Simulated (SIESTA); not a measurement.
# BaZrO3 (Pm-3m) in SIESTA: further runs, part 2 of 2

SIESTA 5.4.2.

### Step 3. Single point, LDA, 13.84 Å³/atom

The input, BaZrO3.fdf:

```
SystemName                      BaZrO3
SystemLabel                     BaZrO3
NumberOfSpecies                 3
NumberOfAtoms                   5
%block ChemicalSpeciesLabel
  1  56 Ba
  2  40 Zr
  3   8 O
%endblock ChemicalSpeciesLabel

LatticeConstant                 1.0 Ang
%block LatticeVectors
     4.1057784409     0.0000000000     0.0000000000
     0.0000000000     4.1057784409     0.0000000000
     0.0000000000     0.0000000000     4.1057784409
%endblock LatticeVectors
AtomicCoordinatesFormat         Fractional
%block AtomicCoordinatesAndAtomicSpecies
     0.0000000000     0.0000000000     0.0000000000  1  Ba
     0.5000000000     0.5000000000     0.5000000000  2  Zr
     0.5000000000     0.5000000000     0.0000000000  3  O
     0.5000000000     0.0000000000     0.5000000000  3  O
     0.0000000000     0.5000000000     0.5000000000  3  O
%endblock AtomicCoordinatesAndAtomicSpecies

%block kgrid.MonkhorstPack
    4   0   0  0.0
    0   4   0  0.0
    0   0   4  0.0
%endblock kgrid.MonkhorstPack
XC.Functional                   LDA
XC.Authors                      PW92
PAO.BasisSize                   DZP
PAO.EnergyShift                 0.003 Ry
Mesh.Cutoff                     800 Ry
OccupationFunction              FD
ElectronicTemperature           0.05 eV
MaxSCFIterations                120
SCF.MustConverge                false
SCF.Mixer.Method                Pulay
SCF.Mixer.Weight                0.25
SCF.Mixer.History               8
SCF.DM.Tolerance                5.0e-05
SCF.H.Tolerance                 1.0e-03 eV
WriteForces                     true
Charge.Mulliken                 end
%block PAO.Basis
  Ba 5
  n=5 0 2
    4.404 0.000
  n=6 0 2
    9.500 0.000
  n=5 1 2
    5.254 0.000
  n=6 1 1
    9.500
  n=5 2 1
    7.000
  Zr 5
  n=4 0 2
    3.504 0.000
  n=5 0 2
    8.951 0.000
  n=4 1 2
    4.065 0.000
  n=5 1 1
    8.951
  n=4 2 2
    7.326 0.000
%endblock PAO.Basis
```

Potentials or basis: PseudoDojo 0.4 standard (LDA files), DZP (energy shift 0.003 Ry; two zetas on semicore shells; d shell added on Ba).

Started as:

```sh
> siesta < BaZrO3.fdf > BaZrO3.out 2>&1
```

Run time: 78 s. Hardware: 1 thread of Intel Xeon 6975P-C (Granite Rapids), shared host; peak memory 0.53 GiB.

Results (log left out):

| Item | Value |
| --- | --- |
| Free energy | -3502.3931 eV |
| Pressure | 9.5 GPa |
| Band gap on the k mesh | 3.03 eV, indirect (least direct gap 3.10 eV) |

Caveat: this set's barium file shifts pressures by up to 1 GPa against other sets; spin-orbit coupling is left out, which moves the levels of the heavy elements; the basis of atomic orbitals isn't converged, which shifts pressures, moduli and gaps.

### Step 4. Single point, LDA, 14.14 Å³/atom

Changes to BaZrO3.fdf since step 3:

```diff
@@ -12,5 +12,5 @@
 %block LatticeVectors
-     4.1057784409     0.0000000000     0.0000000000
-     0.0000000000     4.1057784409     0.0000000000
-     0.0000000000     0.0000000000     4.1057784409
+     4.1346933262     0.0000000000     0.0000000000
+     0.0000000000     4.1346933262     0.0000000000
+     0.0000000000     0.0000000000     4.1346933262
 %endblock LatticeVectors
```

Started as:

```sh
> siesta BaZrO3.fdf > BaZrO3.out 2>&1
```

Run time: 76 s. Hardware: 1 thread of Intel Xeon 6975P-C (Granite Rapids), shared host; peak memory 0.53 GiB.

It converged, with:

| Item | Value |
| --- | --- |
| Free energy | -3502.4601 eV |
| Pressure | 5.2 GPa |
| Band gap on the k mesh | 2.99 eV, indirect (least direct gap 3.10 eV) |

Caveat: this set's barium file shifts pressures by up to 1 GPa against other sets; spin-orbit coupling is left out, which moves the levels of the heavy elements; the basis of atomic orbitals isn't converged, which shifts pressures, moduli and gaps.

### Step 5. Single point, LDA, 14.43 Å³/atom

Changes to BaZrO3.fdf since step 4:

```diff
@@ -12,5 +12,5 @@
 %block LatticeVectors
-     4.1346933262     0.0000000000     0.0000000000
-     0.0000000000     4.1346933262     0.0000000000
-     0.0000000000     0.0000000000     4.1346933262
+     4.1632093537     0.0000000000     0.0000000000
+     0.0000000000     4.1632093537     0.0000000000
+     0.0000000000     0.0000000000     4.1632093537
 %endblock LatticeVectors
```

Started as:

```sh
> siesta BaZrO3.fdf > BaZrO3.out 2>&1
```

Wall time 74 s (1 thread of Intel Xeon 6975P-C (Granite Rapids), shared host); peak memory 0.52 GiB.

Results (log left out):

```yaml
Free_energy: -3502.4896 eV
Pressure: 1.3 GPa
Band_gap_on_the_k_mesh: 2.95 eV, indirect (least direct gap 3.09 eV)
```

Caveat: this set's barium file shifts pressures by up to 1 GPa against other sets; spin-orbit coupling is left out, which moves the levels of the heavy elements; the basis of atomic orbitals isn't converged, which shifts pressures, moduli and gaps.

### Step 6. Single point, LDA, 14.73 Å³/atom

Changes to BaZrO3.fdf since step 5:

```diff
@@ -12,5 +12,5 @@
 %block LatticeVectors
-     4.1632093537     0.0000000000     0.0000000000
-     0.0000000000     4.1632093537     0.0000000000
-     0.0000000000     0.0000000000     4.1632093537
+     4.1913400000     0.0000000000     0.0000000000
+     0.0000000000     4.1913400000     0.0000000000
+     0.0000000000     0.0000000000     4.1913400000
 %endblock LatticeVectors
```

Potentials or basis: PseudoDojo 0.4 standard (LDA files), DZP (energy shift 0.003 Ry; two zetas on semicore shells; d shell added on Ba).

Started as:

```sh
> siesta BaZrO3.fdf > BaZrO3.out 2>&1
```

Wall time 71 s (1 thread of Intel Xeon 6975P-C (Granite Rapids), shared host); peak memory 0.51 GiB.

Results (log left out):

```yaml
Free_energy: -3502.4853 eV
Pressure: -2.2 GPa
Band_gap_on_the_k_mesh: 2.92 eV, indirect (least direct gap 3.09 eV)
```

Caveat: this set's barium file shifts pressures by up to 1 GPa against other sets; spin-orbit coupling is left out, which moves the levels of the heavy elements; the basis of atomic orbitals isn't converged, which shifts pressures, moduli and gaps.

### Step 7. Single point, LDA, 15.02 Å³/atom

Changes to BaZrO3.fdf since step 6:

```diff
@@ -12,5 +12,5 @@
 %block LatticeVectors
-     4.1913400000     0.0000000000     0.0000000000
-     0.0000000000     4.1913400000     0.0000000000
-     0.0000000000     0.0000000000     4.1913400000
+     4.2190980275     0.0000000000     0.0000000000
+     0.0000000000     4.2190980275     0.0000000000
+     0.0000000000     0.0000000000     4.2190980275
 %endblock LatticeVectors
```

Started as:

```sh
> siesta BaZrO3.fdf > BaZrO3.out 2>&1
```

Run time: 70 s. Hardware: 1 thread of Intel Xeon 6975P-C (Granite Rapids), shared host; peak memory 0.51 GiB.

It converged, with:

| Quantity | Value |
| --- | --- |
| Free energy | -3502.4510 eV |
| Pressure | -5.3 GPa |
| Band gap on the k mesh | 2.88 eV, indirect (least direct gap 3.07 eV) |

Caveat: this set's barium file shifts pressures by up to 1 GPa against other sets; spin-orbit coupling is left out, which moves the levels of the heavy elements; the basis of atomic orbitals isn't converged, which shifts pressures, moduli and gaps.

### Step 8. Single point, LDA, 15.32 Å³/atom

Changes to BaZrO3.fdf since step 7:

```diff
@@ -12,5 +12,5 @@
 %block LatticeVectors
-     4.2190980275     0.0000000000     0.0000000000
-     0.0000000000     4.2190980275     0.0000000000
-     0.0000000000     0.0000000000     4.2190980275
+     4.2464955356     0.0000000000     0.0000000000
+     0.0000000000     4.2464955356     0.0000000000
+     0.0000000000     0.0000000000     4.2464955356
 %endblock LatticeVectors
```

Started as:

```sh
> siesta < BaZrO3.fdf > BaZrO3.out 2>&1
```

Run time: 87 s. Hardware: 1 thread of Intel Xeon 6975P-C (Granite Rapids), shared host; peak memory 0.62 GiB.

It converged, with:

```
Free energy            : -3502.3897 eV
Pressure               : -8.0 GPa
Band gap on the k mesh : 2.84 eV, indirect (least direct gap 3.06 eV)
```

Caveat: this set's barium file shifts pressures by up to 1 GPa against other sets; spin-orbit coupling is left out, which moves the levels of the heavy elements; the basis of atomic orbitals isn't converged, which shifts pressures, moduli and gaps.

### Step 9. Single point, LDA, 15.61 Å³/atom

Changes to BaZrO3.fdf since step 8:

```diff
@@ -12,5 +12,5 @@
 %block LatticeVectors
-     4.2464955356     0.0000000000     0.0000000000
-     0.0000000000     4.2464955356     0.0000000000
-     0.0000000000     0.0000000000     4.2464955356
+     4.2735440071     0.0000000000     0.0000000000
+     0.0000000000     4.2735440071     0.0000000000
+     0.0000000000     0.0000000000     4.2735440071
 %endblock LatticeVectors
```

Potentials or basis: PseudoDojo 0.4 standard (LDA files), DZP (energy shift 0.003 Ry; two zetas on semicore shells; d shell added on Ba).

Started as:

```sh
> siesta BaZrO3.fdf > BaZrO3.out 2>&1
```

Wall time 85 s (1 thread of Intel Xeon 6975P-C (Granite Rapids), shared host); peak memory 0.61 GiB.

The run converged. Its results:

```yaml
Free_energy: -3502.3044 eV
Pressure: -10.5 GPa
Band_gap_on_the_k_mesh: 2.80 eV, indirect (least direct gap 3.04 eV)
```

Caveat: this set's barium file shifts pressures by up to 1 GPa against other sets; spin-orbit coupling is left out, which moves the levels of the heavy elements; the basis of atomic orbitals isn't converged, which shifts pressures, moduli and gaps.

### Step 10. Equation of state, LDA

No new run: the results of the series are fitted here.

Results:

- Equilibrium volume: 14.54 Å³/atom
- Bulk modulus: 173 GPa
- Pressure derivative of the bulk modulus: 4.5

Energy against volume, from the lowest point:
```tsv
volume (Å³/atom)	energy (meV/atom)
13.843	19.30
14.137	5.89
14.432	0.00
14.726	0.86
15.021	7.72
15.315	19.98
15.610	37.04
```

Caveat: the k mesh is coarse (spacing up to 0.37 Å⁻¹), so the values aren't converged; this set's barium file shifts pressures by up to 1 GPa against other sets; the basis of atomic orbitals isn't converged, which shifts pressures, moduli and gaps.
